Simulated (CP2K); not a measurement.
A run of CP2K 2026.2 is set up as follows.

si_bands.inp

```
&GLOBAL
  PROJECT si_bands
  RUN_TYPE ENERGY_FORCE
  PRINT_LEVEL LOW
&END GLOBAL
&FORCE_EVAL
  METHOD QS
  STRESS_TENSOR ANALYTICAL
  &DFT
    BASIS_SET_FILE_NAME BASIS_MOLOPT_UZH
    POTENTIAL_FILE_NAME GTH_POTENTIALS
    &MGRID
      CUTOFF 450
      REL_CUTOFF 60
      NGRIDS 5
    &END MGRID
    &QS
      METHOD GPW
      EPS_DEFAULT 1.0E-9
    &END QS
    &KPOINTS
      SCHEME MONKHORST-PACK 6 6 6
      GAMMA_CENTERED T
      SYMMETRY T
      SYMMETRY_BACKEND SPGLIB
    &END KPOINTS
    &SCF
      SCF_GUESS ATOMIC
      EPS_SCF 1.0E-6
      MAX_SCF 100
      ADDED_MOS 22
      CHOLESKY OFF
      EPS_EIGVAL 1.0E-7
      &DIAGONALIZATION ON
        ALGORITHM STANDARD
      &END DIAGONALIZATION
      &MIXING ON
        METHOD BROYDEN_MIXING
        ALPHA 0.4
        BETA 1.5
        NBUFFER 8
      &END MIXING
      &SMEAR ON
        METHOD FERMI_DIRAC
        ELECTRONIC_TEMPERATURE 1160.45
      &END SMEAR
    &END SCF
    &XC
      &XC_FUNCTIONAL
        &LDA_X
        &END LDA_X
        &LDA_C_PW
        &END LDA_C_PW
      &END XC_FUNCTIONAL
    &END XC
    &PRINT
      &KPOINTS ON
      &END KPOINTS
      &MULLIKEN ON
      &END MULLIKEN
      &MO ON
        ENERGIES T
        OCCUPATION_NUMBERS T
        &EACH
          QS_SCF 0
        &END EACH
        ADD_LAST NUMERIC
      &END MO
      &BAND_STRUCTURE
        FILE_NAME bands.bs
        ADDED_MOS 6
        &KPOINT_SET
          UNITS B_VECTOR
          NPOINTS 6
          SPECIAL_POINT GAMMA 0.00000000 0.00000000 0.00000000
          SPECIAL_POINT P 0.37327839 -0.62672161 0.37327839
          SPECIAL_POINT Z 0.50000000 -0.50000000 0.50000000
          SPECIAL_POINT Q 0.24655678 0.24655678 0.24655678
          SPECIAL_POINT GAMMA 0.00000000 0.00000000 0.00000000
          SPECIAL_POINT F 0.50000000 -0.50000000 0.00000000
          SPECIAL_POINT P1 0.62672161 -0.37327839 -0.37327839
          SPECIAL_POINT Q1 0.75344322 -0.24655678 -0.24655678
          SPECIAL_POINT L 0.50000000 0.00000000 0.00000000
          SPECIAL_POINT Z 0.50000000 -0.50000000 0.50000000
        &END KPOINT_SET
      &END BAND_STRUCTURE
    &END PRINT
  &END DFT
  &SUBSYS
    &CELL
      A 5.7592448192 0.0000000000 0.0000000000
      B -1.9551647848 5.4172162179 0.0000000000
      C -1.9551647848 -2.7842606583 4.6469478304
      PERIODIC XYZ
    &END CELL
    &COORD
      SCALED
      Si  0.5187605000 0.0171024200 0.7149106100
      Si  0.2871548500 0.2871548500 0.2871548500
      Si  0.7149106100 0.5187605000 0.0171024200
      Si  0.4812395000 0.9828975800 0.2850893900
      Si  0.2850893900 0.4812395000 0.9828975800
      Si  0.7128451500 0.7128451500 0.7128451500
      Si  0.9828975800 0.2850893900 0.4812395000
      Si  0.0171024200 0.7149106100 0.5187605000
    &END COORD
    &KIND Si
      BASIS_SET TZVP-MOLOPT-PBE-GTH-q4
      POTENTIAL GTH-PADE-q4
    &END KIND
    &PRINT
      &ATOMIC_COORDINATES ON
      &END ATOMIC_COORDINATES
      &CELL ON
      &END CELL
    &END PRINT
  &END SUBSYS
  &PRINT
    &FORCES ON
    &END FORCES
    &STRESS_TENSOR ON
    &END STRESS_TENSOR
  &END PRINT
&END FORCE_EVAL
```

Potentials or basis: GTH_POTENTIALS Si GTH-PADE-q4; TZVP-MOLOPT-PBE-GTH basis.

The run is started by

```bash
$ OMP_NUM_THREADS=1 mpirun -n 3 cp2k.psmp -i si_bands.inp -o si_bands.out
```

Q: What does it give for the band gap on the k mesh?

A: None (metal or under the smearing width).

Q: What does it give for the largest force?

A: 0.026 eV/Å.

Q: Estimate the pressure.

A: -3.5 GPa.

Forces on the atoms (eV/Å):
```
Si  -0.006 -0.003  0.009
Si   0.009  0.012  0.021
Si   0.010 -0.003  0.002
Si   0.006  0.003 -0.009
Si  -0.010  0.003 -0.002
Si  -0.009 -0.012 -0.021
Si   0.001 -0.011  0.001
Si  -0.001  0.011 -0.001
```

Caveat: the basis of atomic orbitals isn't converged, which shifts pressures, moduli and gaps.
